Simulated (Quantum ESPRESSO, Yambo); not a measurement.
An input for Yambo 5.3.0 (BN (P6_3/mmc)):

```
HF_and_locXC
gw0
dyson
ppa
em1d
rim_cut
RandQpts= 1000000
RandGvec= 1 RL
EXXRLvcs= 72 Ry
VXCRLvcs= 288 Ry
Chimod= "HARTREE"
% BndsRnXp
 1 | 115 |
%
NGsBlkXp= 26 Ry
% LongDrXp
 1 | 1 | 1 |
%
% GbndRnge
 1 | 115 |
%
DysSolver= "n"
ExtendOut
PPAPntXp= 27.21138 eV
% QPkrange
 14 | 14 | 7 | 10 |
 7 | 7 | 7 | 10 |
 1 | 1 | 7 | 10 |
%
```

```sh
OMP_NUM_THREADS=1 mpirun -n 4 yambo -F gw10.in -J gw10 -C gw10 > gw10.log
```

The stored states that it reads are on a 6×6×2 mesh. It takes space group P6_3/mmc (No. 194, hexagonal). Conventional cell: a = 2.504 Å, b = 2.504 Å, c = 6.661 Å, α = 90.00°, β = 90.00°, γ = 120.00°. Nearest to B lie 3 N at 1.45 Å. N has 3 B at 1.45 Å nearest. Farther neighbours and most contacts between anions are not listed.

**Question.** How long will it take on 4 MPI ranks of Arm Neoverse V1, shared host, and how much memory?

It took 7.5 min; on shared hardware allow 3.8 min to 15 min. Peak host memory was 1.5 GiB.

The screening grows as filled bands × empty bands × pairs of k points, times the square of the screening basis for the matrix.

[Paths, hosts, dates, memory and timing lines, banners, echoed tables and standing remarks are left out of the program output.]

[Logs are printed without paths, hosts, clocks, repeated set-up lines and the standing remarks that a program may print on its own settings, such as how far it seeks lower states.]

[Runs of the session that timed out or met a known fault of the program may be left out.]

[Hosts, paths, dates, database ids (printed as entryN), source tags and the programs' standing remarks are cut or masked in the printed files.]
